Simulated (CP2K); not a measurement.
Runs of CP2K 2026.2 on TiO2. The structure is monoclinic, space group C2/m (No. 12). The conventional cell has a = 12.307 Å, b = 3.767 Å, c = 6.616 Å, α = 90.00°, β = 106.95°, γ = 90.00°. Ti (site symmetry m) is surrounded by 4 O at 1.86 to 1.94 Å. Around Ti (site symmetry m) lie 5 O at 1.78 to 2.03 Å. O (site symmetry m) has 3 Ti at 1.94 to 2.03 Å as nearest neighbours. Around O (site symmetry m) lie 3 Ti at 1.96 to 2.16 Å. O (site symmetry m) is surrounded by 2 Ti at 1.78 to 1.87 Å. O (site symmetry m) has 2 Ti at 1.86 to 1.93 Å as nearest neighbours. The cell comes from a database or a generator and needn't be the stable form of this composition.

```csv
task,level,cutoff of the non-local correlation (Ry),points a segment of the path (NPOINTS),bands added on the path,gap on the mesh (eV),pressure (GPa),largest force (eV/Å)
single point,revPBE,-,-,-,2.72,(a),0.23
single point,PBE,-,-,-,2.70,-0.2,0.19
single point,vdW-DF-cx,150 Ry,-,-,2.71,-4.2,0.09
single point,HLE16,-,-,-,(b),-28.2,1.64
band structure,LDA,-,10,4,2.66,(c),0.19
```

Alike in all rows: potentials or basis POTENTIAL_UZH Ti GTH-PBE-q12, O GTH-PBE-q6; DZVP-MOLOPT-PBE-GTH basis; no spin polarisation; cell as given; k mesh 6 × 6 × 4; smearing fermi-dirac 0.05 eV.

**Question.** Estimate the missing entries.

**Answer.** (a) 2.3; (b) 2.48; (c) -8.8.

Caveats: the basis of atomic orbitals isn't converged, which shifts pressures, moduli and gaps; the potentials were made for another functional, which shifts forces and pressure (some runs); the potentials were made for a functional far from this one (some runs).

A k mesh can miss the band edges.
